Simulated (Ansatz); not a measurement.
As in Ansatz: the effect of functional

As:

```xyz
4
Lattice="1.7877 -5.3877 0.0000 1.7877 5.3877 0.0000 0.0000 0.0000 4.3787" Properties=species:S:1:pos:R:3 pbc="T T T"
As    1.7877    1.1853    2.4521
As    1.7877   -4.2024    4.1160
As    1.7877   -1.1853    1.9266
As    1.7877    4.2024    0.2627
```

This isn't the form of As at room conditions, which is rhombohedral.

The cell isn't the ideal one: volume scaled by 0.94.

Alike in all runs:

- Program: Ansatz 0.2.0
- Task: single point
- Potentials or basis: Ansatz PAW
- k mesh: 8 × 8 × 6
- Occupations: fermi-dirac, width 0.05 eV
- Spin: no spin polarisation

```tsv
functional	cutoff	gap on the mesh (eV)	pressure (GPa)	largest force (eV/Å)
LDA	420 eV (not typed: the program's choice for these potentials)	?	?	?
PBEsol	420 eV (not typed: the program's choice for these potentials)	none	4.6	0.53
r2SCAN	500 eV (not typed: the program's choice for these potentials)	0.13	6.7	0.25
```

**Question.** What does the run with functional LDA give?

**Answer.** gap on the mesh none; pressure 2.8 GPa; largest force 0.40 eV/Å.

Caveats: the PAW data sets come from PBE, with cores solved anew for the run's functional, which leaves a small shift of forces and pressure.

A k mesh can miss the band edges.

A gap of «none» marks a metal or a gap under the smearing width.
